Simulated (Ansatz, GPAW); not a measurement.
# Geometry or basis: what sets the conductance of an In chain with a Zn atom on top of one atom, part 2 of 4

How well does an In chain with a Zn atom on top of one atom conduct once its atoms have relaxed, and how much do cheaper levels lose?

GPAW 26.7.0 and Ansatz 0.2.0; Ansatz plane waves; relaxation of the junction with the lead ends held; PAW set soft_1 (the session's first sound run).

So far. Step 2 (Relaxation): The relaxation lowered the energy of the cell by 0.458 eV.

## 3. Plane waves, PBE

A plane-wave run comes first: its basis does not favour the atoms, so it serves as the reference for the orbital bases.

This step: Ansatz plane waves; Landauer transmission by layers, zero bias; PAW set soft_1 (Ansatz 0.2.0).

Input file input.yaml:

```yaml
crystal:
  lattice:
    - [9.0, 0.0, 0.0]
    - [0.0, 9.0, 0.0]
    - [0.0, 0.0, 38.35]
  atoms:
    - { symbol: In, position: [0.5, 0.5, 0.0384615385] }
    - { symbol: In, position: [0.5, 0.5, 0.1153846154] }
    - { symbol: In, position: [0.5, 0.5, 0.1923076923] }
    - { symbol: In, position: [0.5, 0.5, 0.2692307692] }
    - { symbol: In, position: [0.4864287072, 0.4056622885, 0.3496422213] }
    - { symbol: In, position: [0.4852516949, 0.4934267608, 0.4299924368] }
    - { symbol: In, position: [0.3710694647, 0.3712535381, 0.5006334871] }
    - { symbol: Zn, position: [0.6589441876, 0.4470130182, 0.4987516206] }
    - { symbol: In, position: [0.4932734717, 0.493690322, 0.5702584956] }
    - { symbol: In, position: [0.4768517127, 0.4091103937, 0.6504353751] }
    - { symbol: In, position: [0.5, 0.5, 0.7307692308] }
    - { symbol: In, position: [0.5, 0.5, 0.8076923077] }
    - { symbol: In, position: [0.5, 0.5, 0.8846153846] }
    - { symbol: In, position: [0.5, 0.5, 0.9615384615] }
kpoints:
  mp_grid: { grid: [1, 1, 2] }
hamiltonian:
  xc: pbe
  pseudopotentials: { kind: paw, azcp: { folder: soft_1 } }
scf:
  occupations: { method: fermi_dirac, width: 0.1 }
output:
  transmission:
    leads: [[0, 1]]
    e_range: [-2, 2]
    de: 0.025
    kmesh: [1, 1]
    reduced_basis: true
  write_potential: true
  write_density: true
  volumetric_format: npy
```

On the command line:

```
$ ansatz run input.yaml --threads 4 --pin off --max-ram 8192MiB --backend cpu --events-out ev --progress --plain --runs-dir out
```

Numbers of over 12 decimals in the logs are rounded to 6 here.

Log:

```text
[...]
Crystal: 14 atoms, lattice volume = 3106.350 Å³
Basis set: ecut = 420 eV, 60645 PW (Γ)
Bands: 109, of which v1, the nominal top of the filled ones, is band 91 counted from 1 (90 counted from 0)
Symmetry: 1 space group operations
[...]
k-points: 2
[...]
SCF iter  13: F=-76076.390568 eV  HF=-76076.390568 eV  |F-HF|=5.46e-8  |Δ(HF+E_count)|=   1.45e-8  Δρ=1.52e-6  dr2=5.85e-8  ethr=5.52e-11  ⟨swp⟩=7.5  Hψ=614  notcnv=0
SCF 1 converged in 13 iterations: F = -76076.390568 eV  dr2 = 5.85e-8
[...]
transmission: 48 of 288 steps passed
transmission: 96 of 288 steps passed
[...]
transmission: 288 of 288 steps passed
WARN: The output density's exchange-correlation potential varies sharply where the density is thin. Do not read a vacuum level from v_tot or v_xc, or from such a field of the output density. On a cell that repeats whose density bears no net charge and no dipole along the vacuum's axis use v_es (v_loc + v_h of the components); under efield.dipole_correction with no amplitude use v_es + v_field, which holds any externa [...]
SCF converged after 13 iterations
Free energy (F): -76076.390568 eV
[...]
Internal energy: -76075.517334 eV  (E = F + TS)
E sigma→0 (E₀):  -76075.953951 eV
Entropy (-TS):   -0.873234 eV (-62.374 meV/atom)
Fermi energy:    -1.775869 eV
[...]
--- Band table (eV) ---
  k-point 0: bands = [... 87 lower, -1.9177, -1.9081, -1.8769, -1.8374, -1.7153, -1.6170, -1.6035, -1.5618, ... 14 higher]
  k-point 1: bands = [... 87 lower, -1.9287, -1.8866, -1.8075, -1.7976, -1.7594, -1.5444, -1.4967, -1.4243, ... 14 higher]
--- Transmission ---
  basis      : 717 plane waves across, 48 finite elements along
  points     : 1, standing for a mesh of 1 x 1
  filling    : by the input's occupations and mesh, since the crystals that have channels conduct as metals do. If one of these is a semiconductor, that mesh has misplaced its level
  energies   : 161 from -2.000000 to 2.000000 eV about the Fermi level, 0.025000 eV apart; the leads are filled to 0.000000 eV, and channels, transmission and decay are at 0.000000 eV
  crystal 0  : In1, at the sites [0, 1], period 2.9500 Å, over 23.60 Å; its Hamiltonian steps by up to 24.2 meV
    offset         : up to 0.0000 Å between an atom of the period and one for which it stands
    filled         : 26.0 meV over the level at which it is neutral
    channels       : 3.000000e0 a spin
    conductance    : 2.8681e14 S/m² at 300 K; may be off by some 0.0 % by where its bands' edges are placed, 0.1 % from the distance to neutral
  junction   : crystal 0 to crystal 0, 0.00 to 35.40 Å
    transmission   : 1.430410e0 a spin
    error estimate : 6.196916e-4 a spin from the reduction of the transverse basis, at the most 1.831671e-3 at -0.075000 eV
    conductance    : 1.3478e14 S/m² at 300 K (1.3479e14 on every other energy)
    error estimate : 0.0 % from the energy spacing and 0.0 % from band edges of the leads and from resonances (wavevectors taken as independent; lower de), 0.1 % from the reduction of the transverse basis, 12.5 % from the steps of its leads' Hamiltonians or their offsets (lay more layers), 7.1 % from the distance to neutral
    resistance     : 3.9332e-3 Ω µm² beyond half of each lead's own
```

Run time: 1.8 min. Hardware: 4 threads of Arm Neoverse V1, shared host; peak memory 3.7 GiB; 5.2 min of CPU time.

Numbers from this step:

| Item | Value |
| --- | --- |
| free energy | -76076.3906 eV |
| lead level | 0 eV from the Fermi level |
| transmission at the Fermi level (one spin) | 1.430 |
| open channels of the lead at the Fermi level (one spin) | 3 |
| step of the potential along the lead | 24.2 meV |
| offset of the lead | 0 Å |
| filling of the lead less its bulk value, in size | 26 meV |
| conductance | 1.409 G₀ |

One spin. Table of transmission, zone mean by energy, zero at the Fermi level:

```
energy (eV)  transmission, zone mean
     -2.000                  0.00227
     -1.900                        0
     -1.800                        0
     -1.700                        0
     -1.600                        0
     -1.500                        0
     -1.400                        0
     -1.300                        0
     -1.200                    0.104
     -1.100                    0.166
     -1.000                    0.193
     -0.900                    0.218
     -0.800                    0.252
     -0.700                    0.309
     -0.600                    0.415
     -0.500                    0.624
     -0.400                    0.901
     -0.300                    0.993
     -0.200                    0.944
     -0.100                    0.980
      0.000                     1.43
      0.100                     1.69
      0.200                     1.81
      0.300                     2.04
      0.400                     2.52
      0.500                     1.78
      0.600                     1.93
      0.700                     2.24
      0.800                     2.52
      0.900                     2.71
      1.000                     2.81
      1.100                     2.85
      1.200                     2.87
      1.225                     2.87
      1.300                     2.86
      1.400                     2.82
      1.500                     2.75
      1.600                     2.65
      1.700                     2.55
      1.800                     2.35
      1.900                     1.94
      2.000                     1.69
```

One spin. The open channels, zone mean by energy, zero at the Fermi level:

```csv
energy (eV),"open channels, zone mean"
-2.000,1
-1.900,0
-1.800,0
-1.700,0
-1.600,0
-1.500,0
-1.400,0
-1.300,0
-1.200,1
-1.100,1
-1.000,1
-0.900,1
-0.800,1
-0.700,1
-0.600,1
-0.500,1
-0.400,1
-0.300,1
-0.200,1
-0.100,3
0.000,3
0.100,3
0.200,3
0.300,3
0.400,3
0.500,3
0.600,3
0.700,3
0.800,3
0.900,3
1.000,3
1.100,3
1.200,3
1.300,3
1.400,3
1.500,3
1.600,3
1.700,3
1.800,3
1.900,3
2.000,3
```

Crystal 0, spin -, k parallel (0, 0); distinct values, listed up to 1.5 1/Å. Table of Im kz of the slowest decaying states by energy, zero at the Fermi level:

| energy (eV) | decay 1 (Å⁻¹) | decay 2 (Å⁻¹) | decay 3 (Å⁻¹) | decay 4 (Å⁻¹) |
| --- | --- | --- | --- | --- |
| -2.0000 | 0.629 | 0.629 | 1.10 | 1.22 |
| -1.7500 | 0.0380 | 0.586 | 0.586 | 1.07 |
| -1.5000 | 0.0375 | 0.540 | 0.540 | 1.04 |
| -1.2500 | 0.488 | 0.488 | 1.01 | 1.14 |
| -1.0000 | 0.428 | 0.429 | 0.972 | 1.11 |
| -0.7500 | 0.358 | 0.359 | 0.937 | 1.08 |
| -0.5000 | 0.269 | 0.269 | 0.9 | 1.05 |
| -0.2500 | 0.123 | 0.125 | 0.862 | 1.01 |
| 0.0000 | 0.822 | 0.979 | 1.10 | 1.10 |
| 0.2500 | 0.780 | 0.945 | 1.07 | 1.07 |
| 0.5000 | 0.736 | 0.909 | 1.04 | 1.04 |
| 0.7500 | 0.689 | 0.871 | 1.01 | 1.01 |
| 1.0000 | 0.638 | 0.832 | 0.982 | 0.982 |
| 1.2500 | 0.583 | 0.791 | 0.950 | 0.950 |
| 1.5000 | 0.523 | 0.748 | 0.917 | 0.917 |
| 1.7500 | 0.454 | 0.702 | 0.880 | 0.883 |
| 2.0000 | 0.374 | 0.653 | 0.841 | 0.847 |

Crystal 0, spin -, k parallel (0, 0). Table of Re kz of states that move upwards by energy, zero at the Fermi level:

| energy (eV) | channel 1 (Å⁻¹) | channel 2 (Å⁻¹) | channel 3 (Å⁻¹) |
| --- | --- | --- | --- |
| -2.000 | 1.06 | - | - |
| -1.800 | - | - | - |
| -1.600 | - | - | - |
| -1.400 | - | - | - |
| -1.200 | -1.04 | - | - |
| -1.000 | -1.01 | - | - |
| -0.800 | -0.989 | - | - |
| -0.600 | -0.967 | - | - |
| -0.400 | -0.946 | - | - |
| -0.200 | -0.926 | - | - |
| 0.000 | -0.907 | 0.206 | 0.207 |
| 0.200 | -0.888 | 0.299 | 0.299 |
| 0.400 | -0.869 | 0.370 | 0.370 |
| 0.600 | -0.851 | 0.430 | 0.431 |
| 0.800 | -0.833 | 0.484 | 0.484 |
| 1.000 | -0.815 | 0.532 | 0.533 |
| 1.200 | -0.797 | 0.578 | 0.578 |
| 1.400 | -0.780 | 0.620 | 0.621 |
| 1.600 | -0.763 | 0.661 | 0.661 |
| 1.800 | -0.746 | 0.700 | 0.700 |
| 2.000 | -0.729 | 0.738 | 0.738 |

The electrostatic potential energy of an electron (with the applied field's), less the Fermi level, planar mean oscillates, so the rows of the table below give means over windows of 2.98 Å about each position, cut where the curve ends. Its maxima inside the range that stand out by 2 % of the span (Å: eV): 3.0: 3.28, 6.0: 3.28, 8.8: 3.20, 11.8: 3.17, 15.1: 3.18, 17.8: 3.03, 20.6: 3.03, 23.4: 3.19, 26.6: 3.17, 29.5: 3.20, 32.4: 3.28, 35.4: 3.28. Its minima: 1.4: 1.63, 4.4: 1.63, 7.4: 1.60, 10.4: 1.50, 13.4: 1.42, 16.5: 1.55, 19.2: -0.209, 21.9: 1.55, 25.0: 1.43, 28.0: 1.50, 31.0: 1.60, 33.9: 1.63, 36.9: 1.63.

Electrostatic potential energy of an electron (with the applied field's), less the Fermi level, planar mean against z; means over each step:

z (Å), electrostatic potential energy of an electron (with the applied field's), less the Fermi level, planar mean (eV) and a bar from the least value:
```
     1.49       2.50 ##############################
     4.47       2.50 ##############################
     7.45       2.47 #############################
    10.43       2.38 ##########################
    13.41       2.32 ########################
    16.39       2.40 ##########################
    19.37       1.66 
    22.35       2.42 ###########################
    25.33       2.34 ########################
    28.31       2.39 ##########################
    31.29       2.48 #############################
    34.27       2.50 ##############################
    37.25       2.34 ########################
```

The valence density, planar mean oscillates, so the rows of the table below give means over windows of 2.98 Å about each position, cut where the curve ends. Its maxima inside the range that stand out by 2 % of the span (Å: e/Å³): 1.4: 0.139, 4.4: 0.140, 7.4: 0.140, 10.4: 0.139, 13.4: 0.138, 16.5: 0.140, 19.2: 0.335, 21.9: 0.140, 25.0: 0.138, 28.0: 0.139, 31.0: 0.140, 33.9: 0.140, 36.9: 0.139. Its minima: 3.0: 0.0117, 6.0: 0.0119, 8.8: 0.0118, 11.9: 0.0102, 14.9: 0.0102, 17.8: 0.0191, 20.6: 0.0188, 23.4: 0.0103, 26.4: 0.0103, 29.5: 0.0118, 32.4: 0.0119, 35.4: 0.0117.

Valence density, planar mean against z; means over each step:

z (Å), valence density, planar mean (e/Å³) and a bar from the least value:
```
     1.49      0.054 
     4.47      0.054 
     7.45      0.054 
    10.43      0.054 
    13.41      0.053 
    16.39      0.055 #
    19.37      0.104 ##############################
    22.35      0.054 
    25.33      0.053 
    28.31      0.054 
    31.29      0.054 
    34.27      0.054 
    37.25      0.063 ######
```

The largest of the program's own error estimates on the conductance is 12 %. T at the Fermi level is 1.43 of 3 open channels a spin.

## 4. Double-zeta polarised basis

Localised orbitals split the wire into layers that couple to their neighbours alone, which is what the Green's function method needs; double zeta with polarisation is the usual level for numbers.

This step: GPAW LCAO, PAW setups; Landauer transmission from Green's functions with principal layers (ASE), zero bias (GPAW 26.7.0).

Input file run.py:

```python
import json
import numpy as np
from ase import Atoms
from ase.transport.calculators import TransportCalculator
from gpaw import GPAW, FermiDirac
from gpaw.lcao.tools import get_lcao_hamiltonian
from scipy.linalg import eigh

# The junction with lead layers at both ends, along the third cell vector
device = Atoms(
    ['In', 'In', 'In', 'In', 'In', 'In', 'In', 'Zn', 'In', 'In', 'In', 'In', 'In', 'In'],
    positions=[
        [4.50000, 4.50000, 1.47500],
        [4.50000, 4.50000, 4.42500],
        [4.50000, 4.50000, 7.37500],
        [4.50000, 4.50000, 10.32500],
        [4.37786, 3.65096, 13.40878],
        [4.36727, 4.44084, 16.49021],
        [3.33963, 3.34128, 19.19929],
        [5.93050, 4.02312, 19.12712],
        [4.43946, 4.44321, 21.86941],
        [4.29167, 3.68199, 24.94420],
        [4.50000, 4.50000, 28.02500],
        [4.50000, 4.50000, 30.97500],
        [4.50000, 4.50000, 33.92500],
        [4.50000, 4.50000, 36.87500]],
    cell=[[9.0, 0.0, 0.0], [0.0, 9.0, 0.0], [0.0, 0.0, 38.35]],
    pbc=True)

# One principal layer of the lead: the first 3 atoms of the device
lead = Atoms(
    ['In', 'In', 'In'],
    positions=[
        [4.50000, 4.50000, 1.47500],
        [4.50000, 4.50000, 4.42500],
        [4.50000, 4.50000, 7.37500]],
    cell=[[9.0, 0.0, 0.0], [0.0, 9.0, 0.0], [0.0, 0.0, 8.85]],
    pbc=True)

settings = dict(mode='lcao', basis='dzp', xc='PBE', h=0.2,
                occupations=FermiDirac(0.1), maxiter=250,
                mixer=dict(beta=0.1, nmaxold=8, weight=100.0),
                convergence=dict(density=0.0001))
energies = np.arange(-2, 2 + 1e-9, 0.025)
eta = 0.0001
n1, n2 = 1, 1
# k and -k transmit alike, so half of the mesh across the current serves
mesh = [(i, j) for i in range(n1) for j in range(n2) if (i, j) <= (-i % n1, -j % n2)]
weights = np.array([1 if (i, j) == (-i % n1, -j % n2) else 2 for i, j in mesh]) / (n1 * n2)

# [... helper functions left out ...]
fermi_lead = ground_state(lead, (1, 1, 13), 'lead.txt')
fermi_device = ground_state(device, (1, 1, 2), 'device.txt')
# [... loop over the mesh left out, but for ...]
        # Shift the lead onto the potential of the device's first layer
        shift = ((H[:, 0, 0] - H0[:, 0, 0]) / S0[0, 0]).real.mean()
# [...]
kT = 8.617333e-5 * 300
bias = [0.1, 0.2, 0.5, 1.0, 1.5, 2.0]
# [... integrals and printing left out ...]
```

On the command line:

```
$ OMP_NUM_THREADS=1 OPENBLAS_NUM_THREADS=1 python run.py
```

Log:

```text
basis functions: device 320, principal layer 69
Fermi level: lead -2.2014 eV, device -2.0831 eV; lead shifted by -0.0093 eV
largest coupling past the next layer 1.88e-06 eV, largest misfit of the first layer 0.030 eV
  E-E_F (eV)   T (one spin)  channels
    -2.000    1.4018e-02    1.0000
    -1.975    3.0543e-07    0.0000
    -1.950    1.2496e-08    0.0000
    -1.925    4.0288e-09    0.0000
    -1.900    1.9429e-09    0.0000
    -1.875    1.1397e-09    0.0000
    -1.850    7.5547e-10    0.0000
    -1.825    5.4606e-10    0.0000
    -1.800    4.2190e-10    0.0000
    -1.775    3.4415e-10    0.0000
    -1.750    2.9400e-10    0.0000
    -1.725    2.6159e-10    0.0000
    -1.700    2.4150e-10    0.0000
    -1.675    2.3074e-10    0.0000
    -1.650    2.2779e-10    0.0000
    -1.625    2.3216e-10    0.0000
[...]
1.825    2.4973e+00    3.0000
     1.850    2.4496e+00    3.0000
     1.875    2.3891e+00    3.0000
     1.900    2.3173e+00    3.0000
     1.925    2.2362e+00    3.0000
     1.950    2.1500e+00    3.0000
     1.975    2.0640e+00    3.0000
     2.000    1.9833e+00    3.0000
conductance at 300 K: 1.4013 G0 a cell; thermopower -18.3 uV/K
current from the zero-bias T(E) at 0.1 V: 10.795 uA
current from the zero-bias T(E) at 0.2 V: 21.284 uA
current from the zero-bias T(E) at 0.5 V: 52.434 uA
current from the zero-bias T(E) at 1.0 V: 111.69 uA
current from the zero-bias T(E) at 1.5 V: 158.71 uA
current from the zero-bias T(E) at 2.0 V: 211.6 uA
```

The job ended after 94 s (1 thread; peak memory 1.3 GiB).

This step gave:

```yaml
conductance: 1.401 G₀
largest_coupling_past_the_next_principal_layer: 1.88e-6 eV
largest_misfit_of_the_first_principal_layer: 0.02977 eV
shift_that_aligns_the_lead: -0.009317 eV
basis_functions_of_the_junction: 320
basis_functions_of_a_principal_layer: 69
transmission_at_the_fermi_level_one_spin: 1.428
```

One spin. The transmission, zone mean by energy, zero at the Fermi level:

| energy (eV) | transmission, zone mean |
| --- | --- |
| -2.000 | 0.0140 |
| -1.800 | 4.2e-10 |
| -1.600 | 2.4e-10 |
| -1.400 | 1.5e-9 |
| -1.200 | 0.124 |
| -1.000 | 0.196 |
| -0.800 | 0.256 |
| -0.600 | 0.419 |
| -0.400 | 0.889 |
| -0.200 | 0.938 |
| 0.000 | 1.43 |
| 0.200 | 1.77 |
| 0.400 | 2.36 |
| 0.450 | 2.56 |
| 0.600 | 1.82 |
| 0.800 | 2.33 |
| 1.000 | 2.73 |
| 1.200 | 2.83 |
| 1.250 | 2.84 |
| 1.400 | 2.81 |
| 1.600 | 2.69 |
| 1.800 | 2.53 |
| 2.000 | 1.98 |

Crossings of the lead's bands, unfolded to its shortest repeat. The open channels, zone mean by energy, zero at the Fermi level:

energy (eV), open channels, zone mean and a bar:
```
   -2.000       1.00 ##########
   -1.900       0.00 
   -1.800       0.00 
   -1.700       0.00 
   -1.600       0.00 
   -1.500       0.00 
   -1.400       0.00 
   -1.300       0.00 
   -1.200       1.00 ##########
   -1.100       1.00 ##########
   -1.000       1.00 ##########
   -0.900       1.00 ##########
   -0.800       1.00 ##########
   -0.700       1.00 ##########
   -0.600       1.00 ##########
   -0.500       1.00 ##########
   -0.400       1.00 ##########
   -0.300       1.00 ##########
   -0.200       1.00 ##########
   -0.100       3.00 ##############################
    0.000       3.00 ##############################
    0.100       3.00 ##############################
    0.200       3.00 ##############################
    0.300       3.00 ##############################
    0.400       3.00 ##############################
    0.500       3.00 ##############################
    0.600       3.00 ##############################
    0.700       3.00 ##############################
    0.800       3.00 ##############################
    0.900       3.00 ##############################
    1.000       3.00 ##############################
    1.100       3.00 ##############################
    1.200       3.00 ##############################
    1.300       3.00 ##############################
    1.400       3.00 ##############################
    1.500       3.00 ##############################
    1.600       3.00 ##############################
    1.700       3.00 ##############################
    1.800       3.00 ##############################
    1.900       3.00 ##############################
    2.000       3.00 ##############################
```

Not self-consistent under bias; the bias window is split evenly. Current through one cell, from the zero-bias transmission against bias:

```
bias (V)  current through one cell, from the zero-bias transmission (μA)
   0.100                                                            10.8
   0.200                                                            21.3
   0.500                                                            52.4
   1.000                                                             112
   1.500                                                             159
   2.000                                                             212
```

The transmission of the three most open eigenchannels by energy, zero at the Fermi level:

```
energy (eV)  channel 1  channel 2  channel 3
     -2.000     0.0140          0          0
     -1.800    4.2e-10          0          0
     -1.600    2.4e-10          0          0
     -1.400     1.5e-9          0          0
     -1.200      0.124          0          0
     -1.000      0.196          0          0
     -0.800      0.256          0          0
     -0.600      0.419          0          0
     -0.400      0.889          0          0
     -0.200      0.938     3.4e-9     2.7e-9
      0.000      0.886      0.450     0.0921
      0.200      0.939      0.588      0.239
      0.400      0.960      0.747      0.655
      0.600      0.952      0.861    0.00271
      0.800      0.995      0.907      0.431
      1.000      0.991      0.920      0.824
      1.200      0.971      0.958      0.903
      1.400      0.997      0.958      0.854
      1.600      0.999      0.863      0.826
      1.800      0.946      0.905      0.683
      2.000      0.952      0.614      0.418
```

At the Fermi level T is 1.43 against 1.43 in plane waves. Couplings past the next layer reach 1.9e-6 eV, small enough to drop; the matrix elements of the cell's first layer differ from the bulk lead's by up to 0.030 eV. That layer keeps its own values in the calculation, and only beyond it is the lead taken as perfect. The Fermi levels of lead and junction count from different zeros of potential, one for each periodic cell; with both set to zero, the small remaining shift is what aligns them. By hand: G = 1.401 × 77.48 μS = 109 μS, a resistance of 9.21 kΩ; at 0.1 V a linear junction would pass 10.9 μA, and the integral over the bias window gives 10.8 μA.

(Part 2 of 4 ends here.)

[Logs are printed without paths, hosts, clocks, repeated set-up lines and the standing remarks that a program may print on its own settings, such as how far it seeks lower states.]

[Hosts, paths, dates, database ids (printed as entryN), source tags and the programs' standing remarks are cut or masked in the printed files.]
